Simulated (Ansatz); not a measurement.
# Hf: the cost of one run

All numbers are computed with Ansatz 0.2.0, driven from Python. Level of theory: DFT PBE, plane waves, PAW.

This is Hf in the bcc structure; at room conditions it is hcp.

## (1) The system

The structure is cubic, space group Im-3m (No. 229). Conventional cell: a = 3.610 Å, b = 3.610 Å, c = 3.610 Å, α = 90.00°, β = 90.00°, γ = 90.00°. Around Hf (site symmetry m-3m) lie 8 Hf at 3.13 Å.

The script holds or builds the structure itself.

## (2) The code

Input file hf.py:

```python
# -*- coding: utf-8 -*-
'''Short molecular dynamics of Hf.'''

from dataclasses import dataclass
import json
import warnings

import ansatz as az
from ase import Atoms
from ase.neighborlist import neighbor_list
import numpy as np


@dataclass(frozen=True)
class Settings:
    filling: str = 'fermi_dirac'
    width_ev: float = 0.1
    cutoff: int = 450
    k_length: int = 7
    n_steps: int = 10
    temperature_k: int = 300


cfg = Settings()

warnings.simplefilter('ignore', az.DeckWarning)

xtal = (
    az.Lattice.of((-1.805, 1.805, 1.805), (1.805, -1.805, 1.805), (1.805, 1.805, -1.805))
    .atom('Hf', (0.0, 0.0, 0.0))
)

# a coarse mesh keeps each step cheap
setup = (
    xtal.supercell(2).calculation()
    .occupations(cfg.filling, width=cfg.width_ev)
    .pseudopotentials('paw')
    .basis(cfg.cutoff)
    .kpoints(length=cfg.k_length)
    .md('nvt_nose_hoover', timestep=1.0, steps=cfg.n_steps, temperature=cfg.temperature_k, initial_velocities='maxwell_boltzmann', seed=551)
)
res = setup.run(threads=1, events_out='events.ndjson')
with open('events.ndjson') as stream:
    events = [json.loads(line) for line in stream]
steps = [e['data'] for e in events if e['event'] == 'md_step']
report = res.report

print(' step   t (fs)     E_pot (eV)   E_kin (eV)    T (K)')
for s in steps[::2]:
    print(f'{s["step"]:5d} {s["time_fs"]:8.1f} {s["lagrangian_ev"]:14.4f} {s["e_kin_ev"]:12.4f} {s["temperature_k"]:8.1f}')

temperature = np.array([s['temperature_k'] for s in steps])
print(f'mean temperature of the second half {temperature[len(steps) // 2 :].mean():.1f} K')

print('last positions (A) and velocities (A/fs)')
for site, xyz, vel in zip(res.lattice.sites, steps[-1]['positions_ang'], steps[-1]['velocities_ang_fs']):
    print(f'{site.symbol:2s}', ' '.join(f'{v:8.4f}' for v in xyz), ' ', ' '.join(f'{v:9.5f}' for v in vel))

kept = np.array([s['conserved_ev'] for s in steps], float)
print(f'conserved energy drifts by {1000 * (kept[-1] - kept[0]) / len(res.lattice.sites):+.3f} meV/atom')

symbols = [site.symbol for site in res.lattice.sites]
pairs = np.concatenate([neighbor_list('d', Atoms(symbols, positions=s['positions_ang'], cell=res.lattice.cell_ang, pbc=True), 4.5) for s in steps[len(steps) // 2 :]])
counts, edges = np.histogram(pairs, bins=np.arange(0.5, 4.51, 0.25))
for low, count in zip(edges, counts / (len(symbols) * len(steps[len(steps) // 2 :]))):
    print(f'{low:4.2f}-{low + 0.25:4.2f} A  {count:6.2f} neighbours an atom')
```

## (3) The calls as engine input

The engine receives this input:

```yaml
crystal:
  lattice:
    - [-1.805, 1.805, 1.805]
    - [1.805, -1.805, 1.805]
    - [1.805, 1.805, -1.805]
  atoms:
    - { symbol: Hf, position: [0.0, 0.0, 0.0] }
  supercell: [2, 2, 2]
basis:
  ecutwfc: 450.0
kpoints:
  mp_grid:
    grid: [1, 1, 1]
hamiltonian:
  pseudopotentials:
    kind: paw
scf:
  occupations:
    method: fermi_dirac
    width: 0.1
md:
  timestep: 1.0
  n_steps: 10
  ensemble: nvt_nose_hoover
  temperature: 300.0
  initial_velocities: maxwell_boltzmann
  seed: 551
```

## (4) Launch

Launch:

```bash
> python hf.py
```

Q: Estimate wall time and peak memory on 1 thread of Arm Neoverse V1, shared host.

About 22 s, with a peak of 0.49 GiB.
